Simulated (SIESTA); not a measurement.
Crystal: HfO2.

```
Hf O
1.0
     5.21946    0.00000    0.00000
     0.00000    5.00476    0.00000
     0.00000    0.00000    5.03269
Hf O
4 8
Direct
  0.96699 0.73252 0.74144
  0.53301 0.73252 0.24144
  0.46699 0.26748 0.74144
  0.03301 0.26748 0.24144
  0.63213 0.92865 0.87927
  0.86787 0.92865 0.37927
  0.23395 0.53988 0.49229
  0.26605 0.53988 0.99229
  0.76605 0.46012 0.99229
  0.73395 0.46012 0.49229
  0.13213 0.07135 0.87927
  0.36787 0.07135 0.37927
```

Measurements of this composition are mostly on another form, of space group No. 14.

Base run:

* Program: SIESTA 5.4.2
* Functional: RPBE
* Potentials or basis: PseudoDojo 0.4 standard (PBE files)
* Basis: DZP (energy shift 0.002 Ry)
* Grid cutoff: 800 Ry
* Energy shift: 0.002 Ry
* k mesh: 5 × 6 × 5
* Occupations: fermi-dirac, width 0.05 eV
* Spin: no spin polarisation

Its results: band gap on the k mesh 4.34 eV, indirect (least direct gap 4.53 eV); pressure 15.9 GPa; largest force 0.183 eV/Å.

The run is repeated on the same cell with these changes: functional from RPBE to PBE; basis from DZP (energy shift 0.002 Ry) to TZDP (energy shift 0.002 Ry). What comes out?

Band gap on the k mesh 4.38 eV, indirect (least direct gap 4.59 eV); pressure 10.6 GPa; largest force 0.141 eV/Å.

Several settings changed at once, so the effect can't be laid on one alone.

Caveats: semicore shells carry a single zeta, which can move pressures by several GPa and volumes by a few percent; spin-orbit coupling is left out, which moves the levels of the heavy elements; the basis of atomic orbitals isn't converged, which shifts pressures, moduli and gaps; so large a pressure means that the cell lies far from this level's equilibrium, or that cutoff or potentials fall short (some runs); the potentials were made for another functional, which shifts forces and pressure (some runs).

A k mesh can miss the band edges.
